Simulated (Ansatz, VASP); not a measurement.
## Al in VASP and in Ansatz

Contents of INCAR:

```
ALGO = Normal
EDIFF = 1E-6
ENCUT = 520
GGA = PS
ISIF = 2
ISMEAR = 0
IVDW = 12
LASPH = T
LCHARG = F
LREAL = F
LWAVE = F
NBANDS = 14
NELM = 100
PREC = Accurate
SIGMA = 0.15
```

KPOINTS

```
k-points
0
Gamma
  18 18 6
```

Contents of POSCAR:

```
Al
1.0
    2.9968000000      0.0000000000      0.0000000000
   -1.4984000000      2.5953049301      0.0000000000
    0.0000000000      0.0000000000      8.5302000000
Al
4
Direct
    0.0000000000      0.0000000000      0.0000000000
    0.3333333333      0.6666666667      0.2500000000
    0.0000000000      0.0000000000      0.5000000000
    0.6666666667      0.3333333333      0.7500000000
```

Input for Ansatz:

```yaml
crystal:
  lattice:
    - [2.9968, 0.0, 0.0]
    - [-1.4984, 2.5953049301, 0.0]
    - [0.0, 0.0, 8.5302]
  atoms:
    - { symbol: Al, position: [0.0, 0.0, 0.0] }
    - { symbol: Al, position: [0.3333333333, 0.6666666667, 0.25] }
    - { symbol: Al, position: [0.0, 0.0, 0.5] }
    - { symbol: Al, position: [0.6666666667, 0.3333333333, 0.75] }
basis:
  ecutwfc: 420
kpoints:
  mp_grid: { grid: [18, 18, 6] }
hamiltonian:
  xc: pbesol
  pseudopotentials: { kind: paw, azcp: { folder: soft_1 } }
  dispersion: d3bj
scf:
  occupations: { method: gaussian, width: 0.15 }
output:
  forces: true
  stress: true
  eigenvalues: true
```

Alike in both runs: task single point; functional PBEsol; dispersion D3(BJ); k mesh 18 × 18 × 6; occupations gaussian, width 0.15 eV; no spin polarisation.

|  | VASP | Ansatz |
| --- | --- | --- |
| version | VASP 6.6.1 | Ansatz 0.2.0 |
| potentials or method | VASP PAW PBE potentials, release 64 (Al) | scalar-relativistic, plane waves, PAW |
| plane-wave cutoff (eV) | 520 | 420 |
| valence electrons in the cell | 12 | 12 |

Ansatz gave:

| Property | Result |
| --- | --- |
| gap on the k mesh at the Fermi level (eV) | none |
| pressure (GPa) | -2.9 |
| largest component of the traceless stress (GPa) | 6.30 |

Question: What did VASP give for the same quantities?

Answer: gap on the k mesh at the Fermi level (eV): none; pressure (GPa): -2.8; largest component of the traceless stress (GPa): 6.34.

A gap of «none» marks a metal or a gap that the smearing closes. Ansatz warned: «pseudo_functional_mismatch».

Caveats: the PAW data sets were made with another functional, which shifts forces and pressure a little (VASP); pairwise dispersion overbinds metals, which lowers pressure and volume.
